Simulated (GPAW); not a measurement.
# InP (F-43m): G0W0 with GPAW, start to end, part 2 of 2

Wanted: ground state, empty states, screening and self-energy for InP (F-43m).

GPAW 26.7.0; PBE and many-body steps on it, plane waves. Known limits of the many-body steps: not at the basis limit; no spin-orbit coupling.

So far. Step 3 (Bands along the symmetry lines): The gap is 0.708 eV, as in the run before at this level. Step 4 (Empty states on the mesh, 6×6×6 mesh, 219 bands): On this mesh the gap is 0.708 eV.

The database entry behind the starting cell differs from later determinations by our own check (0.1 to 0.3 % short, probably kX units), so it need not match the best structure at ambient conditions.

### 5. Screening and self-energy, 6×6×6 mesh, 209 bands, screening to 150 eV

G0W0 replaces the xc potential by the self-energy, built once from these orbitals. Only a window of levels is corrected, while the sums run over the empty bands that the input names.

This step: G0W0 on PBE, plane waves, PAW.

Input file run.py:

```python
import json
import numpy as np
from gpaw.mpi import world
from gpaw.response.g0w0 import G0W0

gw = G0W0('full.gpw',
    filename='gw',
    kpts=[0],
    bands=(7, 11),
    ecut=150,
    nbands=209,
    integrate_gamma='WS',
    ppa=True)
gw.calculate()
res = {mode: {k: v for k, v in r.items() if k != 'sigma_eskwn'}
       for mode, r in gw.all_results.items()}

if world.rank == 0:
    with open('result.json', 'w') as f:
        json.dump(res, f, default=lambda x: x.tolist())
```

The run is started by

```sh
$ mpirun -n 4 gpaw python run.py
```

Numbers of over 12 decimals in the logs are rounded to 6 here.

What it wrote:

```text
Using integrator: PointIntegrator
FrequencyGridDescriptor(from 0.000+0.000j to 0.000+27.211j eV, 2 points)
Nonperiodic BCs:  [False False False]
Using integrator: PointIntegrator
FrequencyGridDescriptor(from 0.000+0.000j to 0.000+27.211j eV, 2 points)
Nonperiodic BCs:  [False False False]
  ___  _ _ _
 |   || | | |
 | | || | | |
 |__ ||_____|
 |___|

BZ k-points: Symmetries present (total): 24

  [... matrices ...]
216 k-points: 6 x 6 x 6 Monkhorst-Pack grid + [1/12,1/12,1/12]
16 k-points in the irreducible part of the Brillouin zone
       k-points in crystal coordinates                weights
   0:     0.00000000    0.00000000    0.00000000          1/216
   1:     0.16666667    0.16666667    0.00000000          6/216
   2:     0.16666667    0.16666667    0.16666667          8/216
   3:     0.33333333    0.16666667    0.16666667         12/216
   4:     0.33333333    0.33333333   -0.33333333         12/216
   5:     0.33333333    0.33333333    0.00000000          6/216
   6:     0.33333333    0.33333333    0.16666667         24/216
   7:     0.33333333    0.33333333    0.33333333          8/216
   8:     0.50000000    0.33333333   -0.33333333         24/216
   9:     0.50000000    0.33333333   -0.16666667         12/216
          ...
  15:     0.50000000    0.50000000    0.50000000          4/216

Distributing spins, k-points and bands (1 x 1 x 4) over 4 processes
Number of blocks: 1

Quasi particle states:
k-points (IBZ indices): [0]
Band range: (7, 11)
  [... matrices ...]
Computational parameters:
Plane wave cut-off: 150 eV
Number of bands: 209
Coulomb cutoff: None
Broadening: 0.1 eV

fxc modes: GW
Kernel: RPA
Using Godby-Needs plasmon-pole approximation:
  Fitting energy: i*E0, E0 = 1.000 Hartree
Summing all q:

Calculating screened Coulomb potential
No Coulomb truncation
FrequencyGridDescriptor(from 0.000+0.000j to 0.000+27.211j eV, 2 points)
Removing empty qpoint cache files...

Calculating chi0 body with:
    Ground state adapter containing:
    Number of spins: 1
    Number of kpoints: 216
    Number of irreducible kpoints: 16
    Number of completely occupied states: 9
    Number of partially occupied states: 9
    Occupied states memory: 1.271805 M / cpu

    Linear response parametrization:
    q_c: [1.3877787807814457e-17, 1.3877787807814457e-17, 1.3877787807814457e-17]
    Number of frequency points: 2
    Planewave cutoff: 150.0
    Number of bands: 209
    Number of planewaves: 181
    Broadening (eta): 1e-06
    comm.size: 4
    kncomm.size: 4
    blockcomm.size: 1

    Memory estimate of potentially large arrays:
        chi0_wGG: 0.999786 M / cpu
Integrating chi0 body.

Symmetries of q_c:
    Direct symmetries (Uq -> q): 24
    Indirect symmetries (TUq -> q): 24
In total 48 allowed symmetries.

  [... matrices ...]
16 groups of equivalent kpoints. 92.592593% reduction.

Integral kind: response function
Integrating chi0 head and wings.

Symmetries of q_c:
    Direct symmetries (Uq -> q): 24
    Indirect symmetries (TUq -> q): 24
In total 48 allowed symmetries.

  [... matrices ...]
16 groups of equivalent kpoints. 92.592593% reduction.

Integral kind: response function wings

Calculating chi0 body with:
    Ground state adapter containing:
    Number of spins: 1
    Number of kpoints: 216
    Number of irreducible kpoints: 16
    Number of completely occupied states: 9
    Number of partially occupied states: 9
[... the further q-points ...]

Results:
f:      Occupation numbers
eps:     KS-eigenvalues [eV]
vxc:     KS vxc [eV]
exx:     Exact exchange [eV]
sigma:   Self-energies [eV]
dsigma:  Self-energy derivatives
Z:       Renormalization factors
qp:      QP-energies [eV]

k-point 0 (0): (0.000, 0.000, 0.000)                GW
band       f     eps     vxc     exx   sigma  dsigma       Z      qp
                                                                   GW
   7   1.000   4.919 -15.136 -16.678   0.872  -0.285   0.778   4.398
   8   1.000   4.919 -15.136 -16.678   0.872  -0.285   0.778   4.398
   9   0.000   5.627 -14.063 -10.390  -3.519  -0.261   0.793   5.748
  10   0.000   8.984 -11.569  -7.135  -4.228  -0.259   0.794   9.147
```

The job ended after 3.5 min (4 MPI ranks of Arm Neoverse V1, shared host; peak memory 1.2 GiB).

Numbers from this step:

```
G0W0 gap on the points computed              : 1.351 eV
least direct G0W0 gap on the computed points : 1.351 eV
Z at the valence top                         : 0.7780
Z at the conduction bottom                   : 0.7933
starting gap on the mesh                     : 0.7081 eV
k of the valence top                         : 0, 0, 0
k of the conduction bottom                   : 0, 0, 0
```

The gap on the mesh goes from 0.71 eV to 1.35 eV, a correction of +0.64 eV.

Limits: finite bands, cutoff and mesh; no spin-orbit coupling. v1 is the top filled band, c1 the lowest empty one. Levels before and after the correction, in eV, zero at the valence-band top of each column:

```tsv
	conduction bottom	valence top
Kohn-Sham	0.71	0.00
G0W0	1.35	0.00
```

```tsv
	level	energy (eV)
Kohn-Sham	Γ v2-v1	0.000
Kohn-Sham	Γ c1	0.708
Kohn-Sham	Γ c2	4.065
G0W0	Γ v2-v1	0.000
G0W0	Γ c1	1.351
G0W0	Γ c2	4.749
```

### 6. Where the time went

Times are wall times on 4 MPI ranks of Arm Neoverse V1, shared host, good to a factor of about two.

```tsv
step	time	share	memory (GiB)
ground state	6 s	3 %	0.6
bands along the symmetry lines	7.1 s	3 %	0.65
empty states on the mesh	11 s	5 %	1.2
screening and self-energy	3.5 min	90 %	1.2
```

### 7. Outcome

```yaml
pbe_gap: 0.71 eV, direct
g0w0_gap_on_the_mesh: 1.35 eV
gw_settings: 6×6×6 mesh, 209 bands, screening to 150 eV, Godby-Needs plasmon pole
known_limits: not at the basis limit; no spin-orbit coupling
```

**Reading.** G0W0 moves the gap on the mesh from 0.71 eV to 1.35 eV (+0.64 eV), with Z of 0.78 and 0.79 at the edges. Only 1 of the mesh's irreducible points was corrected, so a valley elsewhere could overtake. The dearest step here is «screening and self-energy». Bands and cutoff are finite, so the gap is not at the basis limit. The miss can reach some tenths of an eV and take either sign; the mesh is an error of its own. These stock PAW sets were not made for GW. In the G0W0 run levels were corrected at 1 k point alone, so a gap called «on the mesh» is the least over those, and an edge elsewhere would be missed. The many-body steps are scalar-relativistic: spin-orbit coupling is not in them.

[Paths, hosts, dates, memory and timing lines, banners, echoed tables and standing remarks are left out of the program output.]

[Logs are printed without paths, hosts, clocks, repeated set-up lines and the standing remarks that a program may print on its own settings, such as how far it seeks lower states.]

[Runs of the session that timed out or met a known fault of the program may be left out.]

[Hosts, paths, dates, database ids (printed as entryN), source tags and the programs' standing remarks are cut or masked in the printed files.]
